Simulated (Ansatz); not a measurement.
**A strain series on LiF (zincblende): uniaxial along x, other directions held**

LiF (zincblende), relaxed with r2SCAN in Ansatz, then strained (uniaxial along x, other directions held; changes of length per length, axes as in the cell below) with the atoms relaxed again within the symmetry that is left. It is cubic, F-43m (No. 216); conventional cell a = 4.289 Å, 9.86 Å³ an atom. Around Li lie 4 F at 1.86 Å; around F lie 4 Li at 1.86 Å. No spin polarisation and no zero-point or thermal motion; the cell was built from a prototype and may be hypothetical.

```yaml
crystal:
  lattice:
    - [0.00000, 2.14461, 2.14461]
    - [2.14461, 0.00000, 2.14461]
    - [2.14461, 2.14461, 0.00000]
  atoms:
    - { symbol: Li, position: [0.00000, 0.00000, 0.00000] }
    - { symbol: F, position: [0.25000, 0.25000, 0.25000] }
```

Gaps are the least over each mesh (PBE 10×10×10, r2SCAN 10×10×10, HSE06 8×8×8 when unstrained) and the special points, which keep their unstrained names; stress is the change from the unstrained cell, compression positive.

```
strain (%)  gap, PBE (eV)  gap, r2SCAN (eV)  gap, HSE06 (eV)  edges, HSE06  stress along the strain, r2SCAN (GPa)  energy rise, r2SCAN (meV/atom)
     -1.64          8.004             8.741           10.193             Γ                                  +1.18                             0.6
       0.0          7.930             8.663           10.111             Γ                                   0.00                             0.0
      +4.0          7.692             8.416            9.853             Γ                                  -2.78                             3.3
     +5.67          7.595             8.316            9.748             Γ                                  -3.91                             6.7
```

Task: Estimate the row for a strain of +2.34 %.

Result:
```
strain (%)  gap, PBE (eV)  gap, r2SCAN (eV)  gap, HSE06 (eV)  edges, HSE06  stress along the strain, r2SCAN (GPa)  energy rise, r2SCAN (meV/atom)
     +2.34          7.790             8.517            9.959             Γ                                  -1.65                             1.1
```

Between zero and the nearest strains the slope of the HSE06 gap against strain is -0.050 eV per percent for negative and -0.065 for positive strain.

The meshes of the hybrids are coarse, so their gaps aren't converged to the digits shown.
